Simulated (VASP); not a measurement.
Input of a VASP 6.6.1 run:

Contents of INCAR:

```
ALGO = Fast
EDIFF = 1E-7
EDIFFG = -0.01
ENCUT = 300
GGA = PE
IBRION = 2
ISIF = 2
ISMEAR = 0
LASPH = True
LCHARG = False
LREAL = False
LWAVE = False
NELM = 80
NSW = 40
PREC = Accurate
SIGMA = 0.03
```

KPOINTS

```
k-points
0
Gamma
  6 6 6
```

The input POSCAR:

```
SiC                                     
1.0
   -0.0000000000      2.0094050552      2.0094050552
    2.0094050552     -0.0000000000      2.0094050552
    2.0094050552      2.0094050552      0.0000000000
  Si              C             
     1     1
Direct
     0.0000000000000000    0.0000000000000000    0.0000000000000000
     0.5000000000000000    0.5000000000000000    0.5000000000000000
```

Potentials or basis: VASP PAW PBE potentials, release 64 (Si, C_s).

The run is started by

```sh
$ cat potpaw_PBE.64/Si/POTCAR potpaw_PBE.64/C_s/POTCAR > POTCAR
$ mpirun -np 1 vasp_std > vasp.out
```

**Question.** What does it give for the band gap on the k mesh?

**Answer.** None (metal or under the smearing width).

Final structure:
```
Si C
1.0
     0.00000    2.00941    2.00941
     2.00941    0.00000    2.00941
     2.00941    2.00941    0.00000
Si C
1 1
Direct
  0.00000 0.00000 0.00000
  0.50000 0.50000 0.50000
```

Caveat: the k mesh is coarse (spacing up to 0.45 Å⁻¹), so the values aren't converged; the relaxation stopped at its first step, so nothing moved.
